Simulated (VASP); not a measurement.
# PtSe2 (P-3m1) in VASP: further runs

The runs below take PtSe2 through relaxation of cell and atoms, with PBE+D3(BJ).

Program: VASP 6.6.1. These are calculated values, not measurements. Logs are shortened: lines on timing, memory, paths and dates and some standing lists are left out, and cuts for length are marked.

**1. Starting point**

Symmetry: P-3m1, No. 164, trigonal system. Conventional cell: a = 3.724 Å, b = 3.724 Å, c = 5.062 Å, α = 90.00°, β = 90.00°, γ = 120.00°. Around Pt (site symmetry -3m) lie 6 Se at 2.49 Å. Se (site symmetry 3m) has 3 Pt at 2.49 Å as nearest neighbours.

**2. Relaxation of cell and atoms, PBE+D3(BJ)**

File INCAR:

```
SYSTEM = PtSe2
ALGO = Normal ; EDIFF = 1E-7
EDIFFG = -0.002 ; ENCUT = 520
GGA = PE ; IBRION = 2
ISIF = 3 ; ISMEAR = 0
IVDW = 12 ; LASPH = .True.
LCHARG = .False. ; LREAL = .False.
LWAVE = .False. ; NELM = 60
NSW = 80 ; PREC = Accurate
SIGMA = 0.02
```

File KPOINTS:

```
k-points
0
Gamma
  3 3 2
  0 0 0
```

File POSCAR:

```
PtSe2
1.0
    3.7240000000      0.0000000000      0.0000000000
   -1.8620000000      3.2250786000      0.0000000000
    0.0000000000      0.0000000000      5.0620000000
Pt Se
1 2
Direct
    0.0000000000      0.0000000000      0.0000000000
    0.3333333300      0.6666666700      0.2500000000
    0.6666666700      0.3333333300      0.7500000000
```

Potentials or basis: VASP PAW PBE potentials, release 64 (Pt, Se).

The run is started by

```console
cat potpaw_PBE.64/Pt/POTCAR potpaw_PBE.64/Se/POTCAR > POTCAR
mpirun -np 1 vasp_std > vasp.out
```

OUTCAR:

```text
SYSTEM = PtSe2
   EDIFF = 1E-7
   EDIFFG = -0.002
   ENCUT = 520
   GGA = PE
   IBRION = 2
   ISIF = 3
   ISMEAR = 0
   IVDW = 12
   LASPH = .True.
   LREAL = .False.
   NELM = 60
   NSW = 80
   PREC = Accurate
 IVDW          = 12

 ion  position               nearest neighbor table
   1  0.000  0.000  0.000-   2 2.49   3 2.49   2 2.49   3 2.49   3 2.49   2 2.49
   2  0.333  0.667  0.250-   1 2.49   1 2.49   1 2.49
   3  0.667  0.333  0.750-   1 2.49   1 2.49   1 2.49

  LATTYP: Found a hexagonal cell.
 ALAT       =     3.7240000000
 C/A-ratio  =     1.3592910849

  Lattice vectors:

 A1 = (   3.7240000000,   0.0000000000,   0.0000000000)
 A2 = (  -1.8620000000,   3.2250786000,   0.0000000000)
 A3 = (   0.0000000000,   0.0000000000,   5.0620000000)

Analysis of symmetry for initial positions (statically):
=====================================================================
 Subroutine PRICEL returns:
 Original cell was already a primitive cell.

 Routine SETGRP: Setting up the symmetry group for a
 hexagonal supercell.

 Subroutine GETGRP returns: Found 12 space group operations
 (whereof 12 operations were pure point group operations)
 out of a pool of 24 trial point group operations.

The static configuration has the point symmetry D_3d.

Analysis of symmetry for dynamics (positions and initial velocities):
=====================================================================
 Subroutine PRICEL returns:
 Original cell was already a primitive cell.

 Routine SETGRP: Setting up the symmetry group for a
 hexagonal supercell.

 Subroutine GETGRP returns: Found 12 space group operations
 (whereof 12 operations were pure point group operations)
 out of a pool of 24 trial point group operations.

The dynamic configuration has the point symmetry D_3d.

 Subroutine INISYM returns: Found 12 space group operations
 (whereof 12 operations are pure point group operations),
 and found     1 'primitive' translations

----------------------------------------------------------------------------------------

                                     Primitive cell

  volume of cell :      60.7956

  direct lattice vectors                    reciprocal lattice vectors
     3.724000000  0.000000000  0.000000000     0.268528464  0.155034981  0.000000000
    -1.862000000  3.225078600  0.000000000     0.000000000  0.310069962  0.000000000
     0.000000000  0.000000000  5.062000000     0.000000000  0.000000000  0.197550375

  length of vectors
     3.724000000  3.723999997  5.062000000     0.310069962  0.310069962  0.197550375

  position of ions in fractional coordinates (direct lattice)
     0.000000000  0.000000000  0.000000000
     0.333333330  0.666666670  0.250000000
     0.666666670  0.333333330  0.750000000

  ion indices of the primitive-cell ions
   primitive index   ion index
                 1           1
                 2           2
                 3           3

----------------------------------------------------------------------------------------

 KPOINTS: k-points

Automatic generation of k-mesh.
 Grid dimensions read from file:
 generate k-points for:    3    3    2

 Generating k-lattice:

  Cartesian coordinates                     Fractional coordinates (reciprocal lattice)
     0.089509488  0.051678327  0.000000000     0.333333333  0.000000000  0.000000000
     0.000000000  0.103356654  0.000000000     0.000000000  0.333333333  0.000000000
     0.000000000  0.000000000  0.098775188     0.000000000  0.000000000  0.500000000

  Length of vectors
     0.103356654  0.103356654  0.098775188

  Shift w.r.t. Gamma in fractional coordinates (k-lattice)
     0.000000000  0.000000000  0.000000000

 Subroutine IBZKPT returns following result:
 ===========================================

 Found      6 irreducible k-points:

 Following reciprocal coordinates:
            Coordinates               Weight
  0.000000  0.000000  0.000000      1.000000
  0.333333 -0.000000  0.000000      6.000000
  0.333333  0.333333  0.000000      2.000000
  0.000000  0.000000  0.500000      1.000000
  0.333333 -0.000000  0.500000      6.000000
  0.333333  0.333333  0.500000      2.000000
   k-points           NKPTS =      6   k-points in BZ     NKDIM =      6   number of bands    NBANDS=     15
   number of dos      NEDOS =    301   number of ions     NIONS =      3
   total plane-waves  NPLWV =  31360
   dimension x,y,z NGX =    28 NGY =   28 NGZ =   40
   dimension x,y,z NGXF=    56 NGYF=   56 NGZF=   80
   ions per type =               1   2
   NGX,Y,Z   is equivalent  to a cutoff of  12.50, 12.50, 13.14 a.u.
   NGXF,Y,Z  is equivalent  to a cutoff of  25.00, 25.00, 26.27 a.u.
 SYSTEM =  PtSe2
   PREC   = accura    normal or accurate (medium, high low for compatibility)
   ISTART =      0    job   : 0-new  1-cont  2-samecut
   ICHARG =      2    charge: 1-file 2-atom 10-const
   ISPIN  =      1    spin polarized calculation?
   LNONCOLLINEAR =      F non collinear calculations
   LSORBIT =      F    spin-orbit coupling
   LASPH  =      T    aspherical Exc in radial PAW
   ENCUT  =  520.0 eV  38.22 Ry    6.18 a.u.   6.92  6.92  9.41*2*pi/ulx,y,z
   NELM   =     60;   NELMIN=  2; NELMDL= -5     # of ELM steps
   EDIFF  = 0.1E-06   stopping-criterion for ELM
   LREAL  =      F    real-space projection
   EDIFFG = -.2E-02   stopping-criterion for IOM
   NSW    =     80    number of steps for IOM
   IBRION =      2    ionic relax: 0-MD 1-quasi-New 2-CG
   NFREE  =      1    steps in history (QN), initial steepest desc. (CG)
   ISIF   =      3    stress and relaxation
   ISYM   =      2    0-nonsym 1-usesym 2-fastsym
   POTIM  = 0.5000    time-step for ionic-motion
   TEBEG  =    0.0;   TEEND  =   0.0 temperature during run
   PSTRESS=    0.0 pullay stress
   NELECT =      22.0000    total number of electrons
   NUPDOWN=      -1.0000    fix difference up-down
   EMIN   =  10.00;   EMAX   =-10.00  energy-range for DOS
   EFERMI =   0.00;   METHOD = LEGACY
   ISMEAR =     0;   SIGMA  =   0.02  broadening in eV -4-tet -1-fermi 0-gaus
   EFERMI_NEDOS =   21; number of points for ismear=-14 and -15
   IALGO  =     38    algorithm
   IMIX   =      4    mixing-type and parameters
     AMIX     =   0.40;   BMIX     =  1.00
     AMIX_MAG =   1.60;   BMIX_MAG =  1.00
  volume/ion in A,a.u.               =      20.27       136.76
  Fermi-wavevector in a.u.,A,eV,Ry     =   1.166608  2.204570 18.517184  1.360975
  Thomas-Fermi vector in A             =   2.303119
   LORBIT       =      0    0 simple, 1 ext, 2 COOP (PROOUT), +10 PAW based schemes
   GGA     = PE    functional components
   LHFCALC =     F    Hartree Fock is set to
   AEXX    =    0.0000 exact exchange contribution
   IVDW    =    12    specifies the selected vdW correction
   LEPSILON=     F    determine dielectric tensor
   LRPA    =     F    only Hartree local field effects (RPA)
 conjugate gradient relaxation of ions
 non-spin polarized calculation
 Gauss-broadening in eV      SIGMA  =   0.02
  energy-cutoff  :      520.00
  volume of cell :       60.80
 maximum number of plane-waves:      1650
 NGX is ok and might be reduce to    28
   NGX = 13   NGY = 13   NGZ = 19

--------------------------------------- Ionic step        1  -------------------------------------------

 number of electron      21.9999999 magnetization

 Free energy of the ion-electron system (eV)
  ---------------------------------------------------
  ext. energy  EPLUGINS =         0.00000000
  ---------------------------------------------------
  free energy    TOTEN  =       -14.26686069 eV

  energy without entropy =      -14.26486333  energy(sigma->0) =      -14.26586201

------------------------ aborting loop because EDIFF is reached ----------------------------------------

 Edisp (eV)   -1.43094

 E8    (eV) :    -0.6140

  FORCE on cell =-STRESS in cart. coord.  units (eV):
  Direction    XX          YY          ZZ          XY          YZ          ZX
  --------------------------------------------------------------------------------------
  -------------------------------------------------------------------------------------
  Total       1.43823     1.43823     0.80167     0.00000     0.00000     0.00000
  in kB      37.90240    37.90240    21.12678     0.00000     0.00000     0.00000
  external pressure =       32.31 kB  Pullay stress =        0.00 kB

 VOLUME and BASIS-vectors are now :
 -----------------------------------------------------------------------------
  energy-cutoff  :      520.00
  volume of cell :       60.80
      direct lattice vectors                 reciprocal lattice vectors
     3.724000000  0.000000000  0.000000000     0.268528464  0.155034981  0.000000000
    -1.862000000  3.225078600  0.000000000     0.000000000  0.310069962  0.000000000
     0.000000000  0.000000000  5.062000000     0.000000000  0.000000000  0.197550375
[... 83 lines left out ...]
 POSITION                                       TOTAL-FORCE (eV/Angst)
 -----------------------------------------------------------------------------------
      0.00000      0.00000      0.00000        -0.000000      0.000000     -0.000000
     -0.00000      2.16871      1.28104         0.000000      0.000000      0.118750
      1.87816      1.08436      3.80545        -0.000000     -0.000000     -0.118750
 -----------------------------------------------------------------------------------
    total drift:                                0.000000      0.000000      0.000000

  FREE ENERGIE OF THE ION-ELECTRON SYSTEM (eV)
  ---------------------------------------------------
  free  energy   TOTEN  =       -15.7163964584 eV

  energy  without entropy=      -15.7143991076  energy(sigma->0) =      -15.71539778

[... ionic steps 4 to 15 ...]

--------------------------------------- Ionic step       16  -------------------------------------------

 number of electron      21.9999999 magnetization

------------------------ aborting loop because EDIFF is reached ----------------------------------------

 Edisp (eV)   -1.42947

 E8    (eV) :    -0.6139

  FORCE on cell =-STRESS in cart. coord.  units (eV):
  Direction    XX          YY          ZZ          XY          YZ          ZX
  --------------------------------------------------------------------------------------
  -------------------------------------------------------------------------------------
  Total      -0.00645    -0.00645    -0.00434     0.00000    -0.00000    -0.00000
  in kB      -0.16962    -0.16962    -0.11418     0.00000    -0.00000    -0.00000
  external pressure =       -0.15 kB  Pullay stress =        0.00 kB
[... 51 lines left out ...]
 POSITION                                       TOTAL-FORCE (eV/Angst)
 -----------------------------------------------------------------------------------
      0.00000      0.00000      0.00000        -0.000000     -0.000000      0.000000
     -0.00000      2.16984      1.28148        -0.000000      0.000000     -0.003850
      1.87913      1.08492      3.70190         0.000000     -0.000000      0.003850
 -----------------------------------------------------------------------------------
    total drift:                                0.000000      0.000000      0.000000

  FREE ENERGIE OF THE ION-ELECTRON SYSTEM (eV)
  ---------------------------------------------------
  free  energy   TOTEN  =       -15.7223532708 eV

  energy  without entropy=      -15.7203559200  energy(sigma->0) =      -15.72135460

--------------------------------------- Ionic step       18  -------------------------------------------

 number of electron      21.9999999 magnetization

 Free energy of the ion-electron system (eV)
  ---------------------------------------------------
  ext. energy  EPLUGINS =         0.00000000
  ---------------------------------------------------
  free energy    TOTEN  =       -14.29282675 eV

  energy without entropy =      -14.29082940  energy(sigma->0) =      -14.29182808

 E-fermi :   6.4158     XC(G=0): -10.6552

 val. band max:        5.4226749370   @ k =   0.0000   0.0000   0.0000
 cond. band min:       6.4253723194   @ k =   0.3333   0.3333   0.0000
 fundamental gap:      1.0026973824
 Fermi energy:         6.4158336552

 k-point     1 :       0.0000    0.0000    0.0000
  band No.  band energies     occupation
      1      -9.1218      2.00000
      2      -6.2855      2.00000
      3      -0.6351      2.00000
      4       0.2015      2.00000
      5       0.2015      2.00000
      6       2.6057      2.00000
      7       2.6057      2.00000
      8       3.9313      2.00000
      9       5.4227      2.00000
     10       5.4227      2.00000
     11       6.9978      0.00000
     12       7.7128      0.00000
     13       7.7128      0.00000
     14       9.9616      0.00000
     15      10.5252      0.00000
[... 114 lines left out ...]
 POSITION                                       TOTAL-FORCE (eV/Angst)
 -----------------------------------------------------------------------------------
     -1.87914      3.25476     -0.00000        -0.000000     -0.000000      0.000000
     -0.00000      2.16984      1.28113         0.000000     -0.000000      0.000724
      1.87914      1.08492      3.70201        -0.000000      0.000000     -0.000724
 -----------------------------------------------------------------------------------
    total drift:                                0.000000      0.000000     -0.000000

  FREE ENERGIE OF THE ION-ELECTRON SYSTEM (eV)
  ---------------------------------------------------
  free  energy   TOTEN  =       -15.7223546276 eV

  energy  without entropy=      -15.7203572768  energy(sigma->0) =      -15.72135595

 reached required accuracy - stopping structural energy minimisation
```

It took 75 s on 1 thread of AMD EPYC 7R13 (Zen 3), shared host; peak memory 0.16 GiB.

What came out:

| Item | Value |
| --- | --- |
| Free energy | -15.7224 eV |
| Relaxed volume | 20.32 Å³/atom |
| Relaxed cell | a = 3.758 Å, b = 3.758 Å, c = 4.983 Å, α = 90.00°, β = 90.00°, γ = 120.00° |
| Space group after relaxing (to 0.05 Å) | P-3m1 (No. 164) |
| Energy gained by relaxing | 8.2 meV/atom |
| Ionic steps | 18 |
| Pressure after relaxing | 0.0 GPa |
| Band gap on the k mesh | none (metal or under the smearing width) |
| Dispersion energy per atom | -0.477 eV |

Step by step:
| step | energy change (eV) | largest force (eV/Å) | pressure (GPa) | volume (Å³) |
| --- | --- | --- | --- | --- |
| 1 | 0.0000 | 0.5069 | 3.23 | 60.80 |
| 2 | 0.0295 | 0.4333 | -5.32 | 64.46 |
| 3 | -0.0186 | 0.1188 | -0.35 | 62.15 |
| 4 | -0.0186 | 0.1260 | -0.28 | 62.13 |
| 5 | -0.0206 | 0.0973 | -0.21 | 61.89 |
| 6 | -0.0239 | 0.0082 | 0.05 | 61.17 |
| 7 | -0.0241 | 0.0189 | 0.13 | 60.96 |
| 8 | -0.0243 | 0.0489 | -0.36 | 61.09 |
| 9 | -0.0244 | 0.0387 | -0.18 | 61.05 |
| 10 | -0.0244 | 0.0278 | 0.20 | 60.84 |
| 11 | -0.0245 | 0.0021 | 0.03 | 60.93 |
| 12 | -0.0245 | 0.0028 | 0.02 | 60.94 |
| 13 | -0.0245 | 0.0035 | 0.02 | 60.94 |
| 14 | -0.0245 | 0.0211 | -0.08 | 60.99 |
| 15 | -0.0245 | 0.0042 | 0.01 | 60.94 |
| 16 | -0.0245 | 0.0038 | -0.02 | 60.96 |
| 17 | -0.0245 | 0.0038 | -0.01 | 60.96 |
| 18 | -0.0246 | 0.0007 | 0.00 | 60.96 |

Final structure:
```yaml
crystal:
  lattice:
    - [3.75828, 0.00000, 0.00000]
    - [-1.87914, 3.25476, 0.00000]
    - [0.00000, 0.00000, 4.98314]
  atoms:
    - { symbol: Pt, position: [0.00000, 0.00000, 0.00000] }
    - { symbol: Se, position: [0.33333, 0.66667, 0.25709] }
    - { symbol: Se, position: [0.66667, 0.33333, 0.74291] }
```

Caveat: the k mesh is coarse (spacing up to 0.65 Å⁻¹), so the values aren't converged; pairwise dispersion overbinds metals, which lowers pressure and volume.

**3. Relaxation of cell and atoms, PBE+D3(BJ)**

This run uses another cell than the first one, of 20.32 Å³/atom, 1.003 times its volume.

INCAR is that of step 2.

KPOINTS is that of step 2.

File POSCAR:

```
PtSe2                                   
1.0
    3.7582766085     -0.0000000000      0.0000000000
   -1.8791383042      3.2547630136     -0.0000000000
    0.0000000000     -0.0000000000      4.9831398435
  Pt              Se            
     1     2
Direct
     0.0000000000000000    1.0000000000000000    0.0000000000000000
     0.3333333300000021    0.6666666699999979    0.2570924382222810
     0.6666666699999979    0.3333333300000021    0.7429075617777192
```

Potentials or basis: VASP PAW PBE potentials, release 64 (Pt, Se).

The run is started by

```console
cat potpaw_PBE.64/Pt/POTCAR potpaw_PBE.64/Se/POTCAR > POTCAR
mpirun -np 1 vasp_std > vasp.out
```

It took 13 s on 1 thread of AMD EPYC 7R13 (Zen 3), shared host; peak memory 0.15 GiB.

Results (log left out):

```yaml
Free_energy: -15.7224 eV
Energy_gained_by_relaxing: 0.0 meV/atom
Ionic_steps: 3
Pressure_after_relaxing: 0.0 GPa
Band_gap_on_the_k_mesh: none (metal or under the smearing width)
Dispersion_energy_per_atom: -0.476 eV
```

Final structure:
```
Pt Se
1.0
     3.75833    0.00000    0.00000
    -1.87917    3.25481    0.00000
     0.00000    0.00000    4.98338
Pt Se
1 2
Direct
  0.00000 0.00000 0.00000
  0.33333 0.66667 0.25710
  0.66667 0.33333 0.74290
```

Levels at points of the mesh, in eV from the Fermi level:
| k point | band 9 | band 10 | band 11 | band 12 | band 13 | band 14 |
| --- | --- | --- | --- | --- | --- | --- |
| (0.00, 0.00, 0.00) | -0.99 | -0.99 | 0.58 | 1.30 | 1.30 | 3.55 |
| (0.00, 0.00, 0.50) | -1.70 | -1.53 | -1.53 | 2.29 | 2.29 | 4.91 |

Caveat: the k mesh is coarse (spacing up to 0.64 Å⁻¹), so the values aren't converged; pairwise dispersion overbinds metals, which lowers pressure and volume.
